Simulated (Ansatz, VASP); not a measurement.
This is a calculation of HfN for Ansatz 0.2.0.

Contents of input.yaml:

```yaml
crystal:
  lattice:
    - [0.0, 2.4710795731, 2.4710795731]
    - [2.4710795731, 0.0, 2.4710795731]
    - [2.4710795731, 2.4710795731, 0.0]
  atoms:
    - { symbol: Hf, position: [0.0, 0.0, 0.0] }
    - { symbol: "N", position: [0.25, 0.25, 0.25] }
hamiltonian:
  xc: pbesol
  pseudopotentials: { kind: paw }
kpoints:
  mp_grid: { grid: [9, 9, 9] }
scf:
  occupations: { method: fermi_dirac, width: 0.05 }
output:
  forces: true
  stress: true
  eigenvalues: true
```

Potentials or basis: Ansatz PAW.

Launch:

```bash
$ ansatz run input.yaml --threads 1 --pin off --max-ram 3584MiB --backend cpu --events-out ev --progress --plain --runs-dir out
```

Task: Set up the same calculation for VASP 6.6.1. Potentials there: VASP PAW PBE potentials, release 64 (Hf_pv, N).

Result: As run (the cutoff follows the program's own potentials):

File INCAR:

```
PREC = Accurate ; ENCUT = 520
EDIFF = 1E-7 ; ISMEAR = -1
SIGMA = 0.05 ; LREAL = F
LASPH = T ; NELM = 60
ALGO = Normal ; ISIF = 2
LWAVE = F ; LCHARG = F
GGA = PS ; NBANDS = 14
```

Contents of KPOINTS:

```
Automatic mesh
0
Gamma
  9 9 9
```

File POSCAR:

```
HfN
1.0
    0.0000000000      2.4710795731      2.4710795731
    2.4710795731      0.0000000000      2.4710795731
    2.4710795731      2.4710795731      0.0000000000
Hf N
1 1
Direct
    0.0000000000      0.0000000000      0.0000000000
    0.2500000000      0.2500000000      0.2500000000
```

Potentials or basis: VASP PAW PBE potentials, release 64 (Hf_pv, N).

The run is started by

```sh
$ cat potpaw_PBE.64/Hf_pv/POTCAR potpaw_PBE.64/N/POTCAR > POTCAR
$ mpirun -np 1 vasp_std > vasp.out
```

Both were run:

|  | VASP | Ansatz | Ansatz less VASP |
| --- | --- | --- | --- |
| gap on the k mesh at the Fermi level (eV) | none | none | - |
| pressure (GPa) | -9.4 | -8.5 | +0.93 |

A gap of «none» marks a metal or a gap that the smearing closes. The two sets of potentials don't hold the same shells in valence.

Caveats: the PAW data sets were made with another functional, which shifts forces and pressure a little (VASP); the pressure holds a Pulay correction of +0.4 GPa for the finite cutoff (Ansatz); the PAW data sets come from PBE, with cores solved anew for the run's functional, which leaves a small shift of forces and pressure (Ansatz). The runs have no spin-orbit coupling, so splittings on Hf are missing.
